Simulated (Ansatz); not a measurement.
# BaTiO3 (P1) in Ansatz: band structure with PBEsol

Aim: the band structure of BaTiO3 with PBEsol.

Everything below comes from runs of Ansatz 0.2.0. Logs are shortened: lines on timing, memory, paths and dates and some standing lists are left out, and cuts for length are marked.

### 1 The structure

The typed cell holds 10 atoms: a = 3.803 Å, b = 4.131 Å, c = 7.975 Å, α = 89.10°, β = 88.33°, γ = 89.36°.

### 2 Band structure, PBEsol

input.yaml

```yaml
crystal:
  lattice:
    - [-3.80268156, -0.05658243, -0.02181512]
    - [-0.02191438, -0.03167986, -4.13033488]
    - [-0.11316485, -7.97351199, -0.06307272]
  atoms:
    - { symbol: Ba, position: [0.04486322, 0.90916552, 0.49511477] }
    - { symbol: Ba, position: [0.00814907, 0.9218096, 0.02441397] }
    - { symbol: Ti, position: [0.45719229, 0.52057169, 0.20538669] }
    - { symbol: Ti, position: [0.50231709, 0.47064326, 0.76225275] }
    - { symbol: O, position: [0.48144089, 0.03993233, 0.24039032] }
    - { symbol: O, position: [0.45628989, 0.07297889, 0.69356516] }
    - { symbol: O, position: [0.5380255, 0.54058565, 0.44980358] }
    - { symbol: O, position: [0.5290554, 0.55799572, 0.03050014] }
    - { symbol: O, position: [0.98202325, 0.45739828, 0.26038045] }
    - { symbol: O, position: [0.00064341, 0.50891906, 0.83819216] }
hamiltonian:
  xc: pbesol
  pseudopotentials: { kind: paw }
kpoints:
  mp_grid: { grid: [7, 7, 4] }
  band_path:
    path:
      - [[0.0, -0.5, 0.0], [0.0, 0.0, 0.0], [-0.5, 0.0, 0.0]]
      - [[-0.5, -0.5, 0.0], [0.0, 0.0, 0.0], [0.0, 0.0, -0.5]]
      - [[0.0, -0.5, -0.5], [0.0, 0.0, 0.0], [-0.5, 0.0, -0.5]]
      - [[-0.5, -0.5, -0.5], [0.0, 0.0, 0.0]]
    npoints: 10
scf:
  occupations: { method: fermi_dirac, width: 0.05 }
  n_extra_bands: 25
output:
  forces: true
  stress: true
  eigenvalues: true
  fatbands: false
  write_density: true
  write_potential: true
  elf: true
  volumetric_format: npy
```

Potentials or basis: Ansatz PAW.

Launch:

```
$ ansatz run input.yaml --threads 4 --pin off --max-ram 11264MiB --backend cpu --events-out ev --progress --plain --runs-dir out
```

The log of the run:

```text
Warning: RAYON_NUM_THREADS=4 ignored (pool sized by the plan → 4); use --threads N
scf.n_extra_bands = 25 over 40 filled bands (N_el = 80.0): the run solves 65 bands
Engine: ansatz 0.2.0, aarch64-unknown-linux-gnu
Pseudopotentials: kind: paw
Pseudopotential: Ba, paw, valence charge 10, recommended cutoff 420 eV (normal), Ba.paw.azcp
Pseudopotential: Ti, paw, valence charge 12, recommended cutoff 420 eV (normal), Ti.paw.azcp
Pseudopotential: O, paw, valence charge 6, recommended cutoff 420 eV (normal), O.paw.azcp
Functional definition: PBEsol
  exchange = pbesol_x
  correlation = pbesol_c
Crystal: 10 atoms, lattice volume = 125.197 Å³
Basis set: ecut = 420 eV, 2447 PW (Γ), exchange–correlation on 54×60×108 points (8 copies of the dense FFT grid, shifted against one another)
Bands: 65, of which v1, the nominal top of the filled ones, is band 40 counted from 1 (39 counted from 0)
Symmetry: 1 space group operations
Space group: P1 (ITA 1), of the structure as read, at distance tolerance 5.0e-5 Å
k-points: 99 of 196 (time reversal used)
Non-local potential: Ba, projectors of the file, l = 0: 3, l = 1: 2, l = 2: 2, l = 3: 2
Non-local potential: Ti, projectors of the file, l = 0: 3, l = 1: 2, l = 2: 3, l = 3: 1
Non-local potential: O, projectors of the file, l = 0: 2, l = 1: 2, l = 2: 1
PAW form: soft (Blöchl's): semilocal exchange-correlation on the pseudo side does not see the compensation charge
PAW frozen core: Ba, regenerated for the run's functional, and the local potential with it (the file was generated under x = pbe(κ = 0.804, μ = 0.2195149727645171), c = pbe(β = 0.06672455060314922))
PAW frozen core: Ti, regenerated for the run's functional, and the local potential with it (the file was generated under x = pbe(κ = 0.804, μ = 0.2195149727645171), c = pbe(β = 0.06672455060314922))
PAW frozen core: O, regenerated for the run's functional, and the local potential with it (the file was generated under x = pbe(κ = 0.804, μ = 0.2195149727645171), c = pbe(β = 0.06672455060314922))
PAW one-centre angular grid: Ba, 194 points (default); XC on 64 Gauss nodes
PAW one-centre angular grid: Ti, 590 points (default); XC on 64 Gauss nodes
[... 14 lines left out ...]
NSCF: frozen V_eff on 74 k-points
SCF converged after 7 iterations
Free energy (F): -20044.918403 eV
Harris-Foulkes:  -20044.918403 eV  (|F-HF|=1.31e-8)
Internal energy: -20044.916839 eV  (E = F + TS)
E sigma→0 (E₀):  -20044.917621 eV
Entropy (-TS):   -0.001564 eV (-0.156 meV/atom)
Fermi energy:    11.848018 eV
--- Per-component energies (eV) ---
  E_band       = -257.741289
  E_kinetic    = 1968.055525
  E_local      = -4604.413760  (includes V_loc(G=0)·N_el)
  E_nonlocal   = 424.893566
  E_hartree    = 1838.551268
  E_xc         = -977.957889
  E_vxc        = -1093.415093  (∫ρ·V_xc dr)
  E_paw        = -13241.491826  (= ΣΔE_a)
  E_vpaw       = -629.981985  (= ΣTr[D̂ρ^β])
  E_aug_tail   = 0.015006  (compensation charges beyond the density's cutoff)
  E_ewald      = -5453.362090
  E_core_change = 0.793362  (= ΣΔE_core)
  E_smearing   = -0.001564  (= −TS)
  E_closure    = 0.000000  (closes the sum)
  Σ components = -20044.918403   (vs F -20044.918403, Δ=0.00e0)
--- Forces (eV/Å), atoms counted from 1 ---
  atom   1  Ba     1.86079685     2.29213348    -1.79310564
  atom   2  Ba     0.61005989    -0.48829488    -5.60601821
  atom   3  Ti     2.20737922   -25.79620946     4.78128193
  atom   4  Ti    -0.07816834     2.00396248     0.60665293
  atom   5  O     -0.11829962     1.49425791     1.74456653
  atom   6  O     -1.63196862    -3.18520312     0.06216325
  atom   7  O      0.33274949    -5.45817149     0.45636297
  atom   8  O     -2.37941161    23.36509996    -0.78032774
  atom   9  O     -0.36236849     2.19926592    -0.92140869
  atom  10  O     -0.44074673     3.57320974     1.44982648
  max |Σ_I F_I| component: 5.05e-5 eV/Å
--- Stress (GPa, compression-positive) ---
       23.845248      -7.470296      -1.552998
       -7.470294      52.009094      -1.316516
       -1.552999      -1.316514      14.035042
  P = ⅓ Tr σ = 29.9631 GPa (299.631 kbar)
--- Band table (eV; the first three rows and the last of 99) ---
  k-point 0: bands = ["-46.4188", "-44.2611", "-22.9488", "-22.7724", "-22.7312", "-22.4933", "-20.4112", "-20.3365", "-14.3293", "-13.3079", "-7.3674", "-6.7663", "-6.4433", "-5.4332", "-4.6035", "-4.1445", "0.1282", "0.3502", "0.9231", "1.4697", "1.6008", "1.8249", "5.1998", "5.7625", "5.9421", "7.0385", "7.1597", "7.3683", "7.5848", "7.7636", "8.0325", "8.5275", "8.7897", "9.2413", "9.7503", "10.2398", "10.3179", "10.3817", "11.0872", "11.5790", "12.0190", "13.1108", "13.6964", "13.8838", "14.0594", "14.5240", "15.7964", "15.9918", "16.1068", "16.4264", "16.6304", "17.1700", "18.0775", "18.6132", "19.1413", "19.2315", "19.4672", "19.8333", "20.1869", "20.4014", "20.8518", "21.3356", "21.5630", "21.8571", "21.9193"]
  k-point 1: bands = ["-46.4188", "-44.2611", "-22.9488", "-22.7718", "-22.7309", "-22.4944", "-20.4112", "-20.3365", "-14.3268", "-13.3117", "-7.3613", "-6.7344", "-6.4618", "-5.4495", "-4.6062", "-4.1538", "0.1286", "0.3483", "0.9393", "1.4425", "1.6066", "1.8338", "5.2312", "5.7470", "5.9940", "6.9919", "7.1566", "7.3288", "7.6491", "7.7500", "8.0553", "8.5897", "8.7765", "9.1880", "9.7653", "10.1931", "10.2734", "10.3865", "11.0975", "11.5619", "12.0029", "13.1099", "13.6944", "13.8533", "14.0539", "14.5333", "15.7759", "16.1618", "16.2739", "16.5024", "16.6059", "17.1833", "17.8773", "18.4369", "18.6444", "19.4170", "19.5533", "19.8316", "20.2795", "20.4461", "20.8664", "21.3921", "21.7244", "21.9132", "21.9891"]
  k-point 2: bands = ["-46.4188", "-44.2611", "-22.9487", "-22.7711", "-22.7306", "-22.4955", "-20.4112", "-20.3365", "-14.3243", "-13.3156", "-7.3553", "-6.6958", "-6.4867", "-5.4661", "-4.6090", "-4.1631", "0.1291", "0.3466", "0.9569", "1.4157", "1.6107", "1.8424", "5.2627", "5.7353", "6.0427", "6.9644", "7.1611", "7.2600", "7.7234", "7.7524", "8.0478", "8.6918", "8.7353", "9.1405", "9.7791", "10.0910", "10.2745", "10.3896", "11.1073", "11.5442", "11.9862", "13.1165", "13.7008", "13.8203", "14.0406", "14.5530", "15.7932", "16.2604", "16.3659", "16.5293", "16.9112", "17.1928", "17.4881", "18.0687", "18.5773", "19.3985", "19.7186", "19.8329", "20.3123", "20.4846", "20.8642", "21.3918", "21.9116", "21.9433", "22.1334"]
  k-point 98: bands = ["-46.4168", "-44.2586", "-22.9515", "-22.8157", "-22.7481", "-22.4867", "-20.4988", "-20.3471", "-14.1082", "-13.1062", "-7.1808", "-6.8585", "-6.6237", "-5.0561", "-4.7985", "-4.3337", "0.0131", "0.3835", "0.6612", "1.2581", "1.5185", "1.7128", "5.0787", "5.3994", "6.0340", "6.5908", "6.8875", "7.1458", "7.5273", "7.5806", "7.9142", "8.3783", "8.8366", "9.1998", "9.5151", "9.7504", "10.3477", "10.7432", "11.0977", "11.4357", "12.5475", "12.7681", "13.4521", "13.8191", "14.5564", "15.1540", "16.0005", "16.4010", "16.9103", "17.3374", "17.7301", "17.9473", "18.2931", "18.7422", "19.3354", "19.7881", "19.8678", "20.2472", "20.8161", "21.0046", "21.1784", "21.5393", "21.8770", "21.9563", "22.0286"]
```

Run time: 41 s. Hardware: 4 threads of Arm Neoverse V2, shared host; peak memory 0.99 GiB.

What came out:

```
Free energy             : -20044.9184 eV
Pressure                : 30.0 GPa
Largest force           : 26.328 eV/Å
Band gap on the k mesh  : 0.33 eV, indirect (least direct gap 0.44 eV)
Band gap along the path : 0.28 eV, indirect (least direct gap 0.44 eV)
```

Forces in eV/Å, atoms in the order of the input:
```
Ba    1.861   2.292  -1.793
Ba    0.610  -0.488  -5.606
Ti    2.207 -25.796   4.781
Ti   -0.078   2.004   0.607
O    -0.118   1.494   1.745
O    -1.632  -3.185   0.062
O     0.333  -5.458   0.456
O    -2.379  23.365  -0.780
O    -0.362   2.199  -0.921
O    -0.441   3.573   1.450
```

Stress tensor (GPa, compression positive):
```
23.85 -7.47 -1.55
-7.47 52.01 -1.32
-1.55 -1.32 14.04
```

Levels at the corners of the path, in eV from the valence-band top:
```
point  band 38  band 39  band 40  band 41  band 42  band 43
    X    -1.37    -0.48    -0.45     0.76     1.01     1.97
    Γ    -1.33    -0.62    -0.13     0.31     1.40     1.99
    Y    -0.97    -0.54    -0.34     0.92     1.29     1.82
    L    -0.37    -0.25    -0.05     0.93     1.06     1.88
    Γ    -1.33    -0.62    -0.13     0.31     1.40     1.99
    Z    -1.32    -0.60    -0.16     0.28     1.41     1.99
    N    -1.44    -0.48    -0.40     0.76     0.90     1.98
    Γ    -1.33    -0.62    -0.13     0.31     1.40     1.99
    M    -1.08    -0.62    -0.31     0.82     1.20     1.77
    R    -0.36    -0.32     0.00     0.79     0.94     1.94
    Γ    -1.33    -0.62    -0.13     0.31     1.40     1.99
```

Caveat: a pressure of tens of GPa on the cell as given is suspect, and the run, the potentials or the cell itself is likely at fault; the pressure holds a Pulay correction of +0.6 GPa for the finite cutoff; spin-orbit coupling is left out, which moves the levels of the heavy elements; the PAW data sets come from PBE, with cores solved anew for the run's functional, which leaves a small shift of forces and pressure; forces of over 1 eV/Å show positions far from the minimum, so gaps and moduli don't describe the material at rest.
